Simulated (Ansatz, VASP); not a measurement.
# One calculation of Hf, two programs

Contents of INCAR:

```
SYSTEM = Hf
ALGO = Normal
EDIFF = 1E-6
ENCUT = 520
GGA = PS
ISIF = 2
ISMEAR = 0
LASPH = .TRUE.
LCHARG = .FALSE.
LREAL = .FALSE.
LWAVE = .FALSE.
NBANDS = 11
NELM = 60
PREC = Accurate
SIGMA = 0.1
```

The input KPOINTS:

```
k-points
0
G
  6 6 6
  0 0 0
```

POSCAR

```
Hf
1.0
   -1.9023252726      1.9023252726      1.9023252726
    1.9023252726     -1.9023252726      1.9023252726
    1.9023252726      1.9023252726     -1.9023252726
Hf
1
Direct
    0.0000000000      0.0000000000      0.0000000000
```

Input for Ansatz:

```yaml
crystal:
  lattice:
    - [-1.9023252726, 1.9023252726, 1.9023252726]
    - [1.9023252726, -1.9023252726, 1.9023252726]
    - [1.9023252726, 1.9023252726, -1.9023252726]
  atoms:
    - { symbol: Hf, position: [0.0, 0.0, 0.0] }
basis:
  ecutwfc: 420
kpoints:
  mp_grid: { grid: [6, 6, 6] }
hamiltonian:
  xc: pbesol
scf:
  occupations: { method: gaussian, width: 0.1 }
output:
  forces: true
  stress: true
  eigenvalues: true
```

Alike in both runs: task single point; functional PBEsol; k mesh 6 × 6 × 6; occupations gaussian, width 0.1 eV; no spin polarisation.

|  | VASP | Ansatz |
| --- | --- | --- |
| version | VASP 6.6.1 | Ansatz 0.2.0 |
| potentials or method | VASP PAW PBE potentials, release 64 (Hf_pv) | scalar-relativistic, plane waves, PAW |
| plane-wave cutoff (eV) | 520 | 420 |
| valence electrons in the cell | 10 | 26 |

VASP gave:

```
gap on the k mesh at the Fermi level (eV) : none
pressure (GPa)                            : -17.6
```

Question: What did Ansatz give for the same quantities?

Answer: gap on the k mesh at the Fermi level (eV): none; pressure (GPa): -17.3.

A gap of «none» marks a metal or a gap that the smearing closes. The functional is the same, so the differences come from potentials, cutoffs and numerics. The two sets of potentials don't hold the same shells in valence.

Caveats: the k mesh is coarse (spacing up to 0.39 Å⁻¹), so the values aren't converged; so large a pressure means that the cell lies far from this level's equilibrium, or that cutoff or potentials fall short (VASP); the potentials were made for another functional, which shifts forces and pressure (VASP). Spin-orbit coupling is left out, which matters for the levels of Hf.
